Five computed states of fcc aluminium are known, four of them stretched and one compressed. Two more were computed at volumes of 16.27 and 15.61 Å³ per atom, and their energies and pressures are to be forecast. The first lies between known volumes. The second lies beyond the compressed end of the known range, where an error in the assumed shape of the curve shows most.

Fcc aluminium at a series of fixed volumes, computed with ABINIT 10.8.3 using the PBE functional and PseudoDojo NC SR PBE v0.5 standard pseudopotentials, without spin polarisation. The plane-wave cutoff is 544 eV, the k mesh 11×11×11 and the Fermi–Dirac smearing 0.05 eV. Energies are counted from the minimum of the fitted curve.

| volume (Å³/atom) | energy (meV/atom) | pressure (GPa) |
| --- | --- | --- |
| 15.61 | ? | ? |
| 15.94 | 4.420 | 2.770 |
| 16.27 | ? | ? |
| 16.60 | 0.280 | -0.670 |
| 16.93 | 3.180 | -2.120 |
| 17.27 | 8.940 | -3.420 |
| 17.60 | 17.230 | -4.570 |

Energy is counted per atom from the minimum of a curve fitted to all the computed energies. A positive pressure means that the crystal pushes outward and has to be held in; a negative one means that it has to be held stretched. The pressure changes sign between 15.94 and 16.60 Å³, so the volume at which the crystal rests lies between them. The cell at 16.27 Å³ must therefore be close to rest, and its energy must be small.

The pressures also show how the stiffness changes. The volumes are equally spaced, in steps of 2 % of the 16.60 Å³ cell. Going inward from the most stretched cell, the pressure rises by 1.15, then 1.30, then 1.45 GPa per step. Over the next two steps it rises by 1.72 GPa per step on average. Each further squeeze is harder than the one before.

Theory gives a reason for this. Squeezing a metal confines its valence electrons, and their kinetic energy rises faster than the electrostatic attraction that binds them to the ions. The repulsion between valence electrons and ion cores grows quickly as well. On stretching, all these contributions weaken, and the restoring pull grows more and more slowly. The energy well is then steep on the compressed side and shallow on the stretched side, as in other simple metals near their resting volume. The table doesn't split the energy into these parts, so this cause is argued here and not measured.

The pressure steps can be continued by hand. The two steps from 16.60 to 15.94 Å³ average 1.72 GPa, which suggests about 1.6 for the first and 1.8 for the second. The next should be about 2.0 GPa. This puts the pressure near 0.9 GPa at 16.27 Å³ and near 4.8 GPa at 15.61 Å³.

Energy follows from pressure because it is stored work: the mean pressure times the change in volume. One GPa acting over one volume step stores 2.07 meV per atom. For the most compressed cell, starting from its known neighbour:

- mean pressure over the step: (2.77 + 4.8)/2 ≈ 3.8 GPa
- work stored: 3.8 × 2.07 ≈ 7.9 meV
- energy at 15.61 Å³: 4.42 + 7.9 ≈ 12.3 meV

Known rows can test the link between pressure and energy. Between 16.60 and 17.60 Å³ the four pressures, joined by a smooth curve instead of straight lines, imply an energy rise of 16.99 meV, and the table has 16.95 meV. Besides the uncertainty of the guessed pressure, two small errors remain in the hand estimate. Averaging the end pressures overstates the last step by about 0.04 meV, while pressures computed with a fixed set of plane waves lie slightly below those that follow from the slope of the energy curve. The two act in opposite directions on the compressed side.

The forecasts themselves come from the third-order Birch–Murnaghan equation, which allows the well to be lopsided:

E = c₀ + c₁q + c₂q² + c₃q³, with q = (V₀/V)^(2/3) − 1

Here E is the energy, V the volume and V₀ the 16.60 Å³ cell. The four constants were fitted to the five known energies, and the matching pressure formula was fitted separately to the five known pressures. With only one energy more than there are constants, a close fit is no measure of the error outside the known range. The ranges below are therefore a judgement, wider for the extrapolated cell.

| Volume (Å³/atom) | Forecast energy (meV/atom) | Forecast pressure (GPa) |
|---|---|---|
| 16.27 | 0.56 ± 0.05 | 0.95 ± 0.03 |
| 15.61 | 12.3 ± 0.2 | 4.81 ± 0.06 |

A simpler picture treats the crystal as an ideal spring, with energy a parabola in volume. Fitted to the same five energies, it puts the most compressed cell near 11 meV and the cell close to rest higher than the forecast above. The withheld rows can thus tell whether the lopsidedness matters over a few per cent of volume.

The withheld rows as computed:

| volume (Å³/atom) | energy (meV/atom) | pressure (GPa) |
| --- | --- | --- |
| 15.61 | 12.220 | 4.780 |
| 16.27 | 0.570 | 0.960 |

All four values fall inside their ranges. Near rest, the computed energy of 0.57 meV and pressure of 0.96 GPa each differ from the forecast by about 0.01 in their units, the last digit to which the forecast is stated. This cell has known neighbours on both sides, so the shape of the curve had little room to go wrong.

The ideal spring fails at both volumes. At 15.61 Å³ it gives 10.8 meV where the calculation gives 12.22 meV, because it carries the softness of the stretched side into compression. At 16.27 Å³ it is too high by 0.35 meV, more than half of the computed value. A symmetric curve forced through this lopsided well sets the bottom too high and the steep wall too low.

The lopsidedness can also be read directly from the computed energies. The resting volume is 16.46 Å³, so the cells at 15.61 and 17.27 Å³ lie almost equally far from it, one squeezed and one stretched. The squeezed cell costs 12.22 meV and the stretched one 8.94 meV. In a symmetric well, its slightly greater distance from rest would raise the cost by less than a sixth, but the computed cost is higher by more than a third.

The Birch–Murnaghan forecast has a small fault of its own at the compressed end. It is too high there in both energy and pressure, by about 0.07 meV and 0.03 GPa, so it made the crystal stiffen slightly too fast. The known rows held a single compressed cell, so they say little about how the stiffening proceeds under further squeezing. Before rounding, the computed pressures run smoothly from cell to cell, so scatter in them can't explain the miss in pressure. Part of the excess comes from the form of the equation, which has no constant of its own for how the rate of stiffening changes under pressure. Rounding of the known values to 0.01 adds to it, because small errors are magnified when a curve is carried beyond its data.

The same weakness appears in the elastic constants, when the values from the five known energies are set beside those of a separate fit to all seven. The bulk modulus, which measures resistance to uniform squeezing, is 80.0 GPa from the five known energies and 79.7 GPa from all seven. Its rise per GPa of applied pressure changes more, from 4.64 to 4.48. Here the stiffness at rest is already well fixed by the five known volumes, whereas its change under pressure is fixed more loosely and shifts when the two further cells are added.

These hits show that the computed curve is smooth, and the work done by the pressures on the stretched side matches the energies closely. Neither result measures the distance from real aluminium. The calculation describes a static lattice, and one k mesh and one smearing served for every volume, so an error common to all rows would pass unnoticed.

Printed output of the fit:

```
work of 1 GPa over one volume step (meV/atom): 2.073
pressure rise from 17.60 to 17.27 (GPa): 1.15
pressure rise from 17.27 to 16.93 (GPa): 1.3
pressure rise from 16.93 to 16.60 (GPa): 1.45
mean pressure rise per step from 16.60 to 15.94 (GPa): 1.72
energy rise from 16.60 to 17.60 out of the pressures (meV/atom): 16.99
energy rise from 16.60 to 17.60 in the table (meV/atom): 16.95
fit of energy on 5 rows: constant 0.2781 +/- 0.0052, coefficient of q -102.9 +/- 0.37, coefficient of q**2 9090 +/- 8.9, coefficient of q**3 2928 +/- 402; rms 0.00246, worst 16.93 0.004, leave-one-out rms 0.0809
  rows outside the fit (model, value, miss): 15.61 12.29, 12.22, 0.0656; 16.27 0.5619, 0.57, -0.0081
fit of pressure on 5 rows: coefficient of g -0.6714 +/- 0.0025, coefficient of g*q 116.7 +/- 0.075, coefficient of g*q**2 53.85 +/- 3.5; rms 0.00226, worst 17.27 0.00419, leave-one-out rms 0.012
  rows outside the fit (model, value, miss): 15.61 4.808, 4.78, 0.0285; 16.27 0.952, 0.96, -0.00804
fit of energy on 5 rows: constant 0.5025 +/- 0.17, coefficient of u 54.52 +/- 3.7, coefficient of u**2 3774 +/- 103; rms 0.157, worst 16.6 0.223, leave-one-out rms 0.996
  rows outside the fit (model, value, miss): 15.61 10.82, 12.22, -1.4; 16.27 0.922, 0.57, 0.352
hand forecast of energy at 16.27, mean from both neighbours (meV/atom): 0.5676
hand forecast of energy at 15.61 from 15.94 (meV/atom): 12.27
overstatement of the last work step by averaging end pressures (meV/atom): 0.03791
volume of the minimum from five energies (angstrom^3/atom): 16.46
bulk modulus from five energies (GPa): 79.95
slope of the bulk modulus from five energies (no unit): 4.644
```
